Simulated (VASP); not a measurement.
Input of a VASP 6.6.1 run:

The input POSCAR:

```
AlGaN2                                  
1.0
    3.1450441565     -0.0000000000      0.0000000000
   -1.5725220783      2.7236881280     -0.0000000000
   -0.0000000000     -0.0000000000      5.0935320922
  Ga              Al              N             
     1     1     2
Direct
     0.6666666699999979    0.3333333300000021    0.5018344063746274
     0.3333333300000021    0.6666666699999979    0.9996180964492071
     0.6666666699999979    0.3333333300000021    0.8864697594416172
     0.3333333300000021    0.6666666699999979    0.3720777377345530
```

The input INCAR.step1:

```
PREC = Accurate ; ENCUT = 520
EDIFF = 1E-6 ; ISMEAR = 0
SIGMA = 0.02 ; LREAL = F
LASPH = T ; NELM = 60
ALGO = Normal ; ISIF = 2
LWAVE = F ; LCHARG = T
GGA = PS
```

The input KPOINTS.step1:

```
regular mesh
0
Gamma
  9 9 5
```

INCAR.step2

```
PREC = Accurate ; ENCUT = 520
EDIFF = 1E-6 ; ISMEAR = 0
SIGMA = 0.05 ; LREAL = F
LASPH = T ; NELM = 60
ALGO = Normal ; ISIF = 2
LWAVE = F ; LCHARG = F
GGA = PS ; ICHARG = 11
```

The input KPOINTS.step2:

```
path GMKGALHA,LM,KH
15
line-mode
reciprocal
 0.0000000000  0.0000000000  0.0000000000  G
 0.5000000000  0.0000000000  0.0000000000  M

 0.5000000000  0.0000000000  0.0000000000  M
 0.3333333333  0.3333333333  0.0000000000  K

 0.3333333333  0.3333333333  0.0000000000  K
 0.0000000000  0.0000000000  0.0000000000  G

 0.0000000000  0.0000000000  0.0000000000  G
 0.0000000000  0.0000000000  0.5000000000  A

 0.0000000000  0.0000000000  0.5000000000  A
 0.5000000000  0.0000000000  0.5000000000  L

 0.5000000000  0.0000000000  0.5000000000  L
 0.3333333333  0.3333333333  0.5000000000  H

 0.3333333333  0.3333333333  0.5000000000  H
 0.0000000000  0.0000000000  0.5000000000  A

 0.5000000000  0.0000000000  0.5000000000  L
 0.5000000000  0.0000000000  0.0000000000  M

 0.3333333333  0.3333333333  0.0000000000  K
 0.3333333333  0.3333333333  0.5000000000  H
```

Potentials or basis: VASP PAW PBE potentials, release 64 (Ga_d, Al, N).

Run with:

```sh
$ cat potpaw_PBE.64/Ga_d/POTCAR potpaw_PBE.64/Al/POTCAR potpaw_PBE.64/N/POTCAR > POTCAR
$ cp INCAR.step1 INCAR
$ cp KPOINTS.step1 KPOINTS
$ mpirun -np 1 vasp_std > vasp.out
$ cp INCAR.step2 INCAR
$ cp KPOINTS.step2 KPOINTS
$ mpirun -np 1 vasp_std > vasp.out
```

Question: Predict the band gap on the k mesh.

Answer: 2.85 eV, direct.

Question: Predict the band gap along the path.

Answer: 2.85 eV, direct.

Levels at the corners of the path, in eV from the valence-band top:
| point | band 10 | band 11 | band 12 | band 13 | band 14 | band 15 | band 16 | band 17 |
| --- | --- | --- | --- | --- | --- | --- | --- | --- |
| Γ | -1.11 | -0.11 | 0.00 | 0.00 | 2.85 | 5.47 | 9.64 | 10.53 |
| M | -3.89 | -2.48 | -2.12 | -0.87 | 5.12 | 5.78 | 6.75 | 9.71 |
| M | -3.89 | -2.48 | -2.12 | -0.87 | 5.12 | 5.78 | 6.75 | 9.93 |
| K | -4.06 | -2.94 | -2.67 | -2.64 | 4.86 | 8.22 | 8.28 | 8.73 |
| K | -4.06 | -2.94 | -2.67 | -2.64 | 4.86 | 8.22 | 8.28 | 8.74 |
| Γ | -1.11 | -0.11 | 0.00 | 0.00 | 2.85 | 5.47 | 9.64 | 10.46 |
| Γ | -1.11 | -0.11 | 0.00 | 0.00 | 2.85 | 5.47 | 9.64 | 10.46 |
| A | -0.91 | -0.91 | -0.21 | -0.21 | 4.88 | 5.60 | 8.93 | 9.50 |
| A | -0.91 | -0.91 | -0.21 | -0.21 | 4.88 | 5.60 | 8.93 | 9.61 |
| L | -1.96 | -1.86 | -1.64 | -1.44 | 4.44 | 5.00 | 7.74 | 8.95 |
| L | -1.96 | -1.86 | -1.64 | -1.44 | 4.44 | 5.00 | 7.74 | 8.94 |
| H | -4.26 | -3.99 | -1.29 | -1.11 | 6.53 | 6.84 | 7.18 | 7.57 |
| H | -4.26 | -3.99 | -1.29 | -1.11 | 6.53 | 6.84 | 7.18 | 7.57 |
| A | -0.91 | -0.91 | -0.21 | -0.21 | 4.88 | 5.60 | 8.93 | 9.50 |
| L | -1.96 | -1.86 | -1.64 | -1.44 | 4.44 | 5.00 | 7.74 | 8.94 |
| M | -3.89 | -2.48 | -2.12 | -0.87 | 5.12 | 5.78 | 6.75 | 9.72 |
| K | -4.06 | -2.94 | -2.67 | -2.64 | 4.86 | 8.22 | 8.28 | 8.73 |
| H | -4.26 | -3.99 | -1.29 | -1.11 | 6.53 | 6.84 | 7.18 | 7.57 |

Caveat: the log is that of the step along the path at fixed density, whose energy, stress, charges and moments have no meaning.
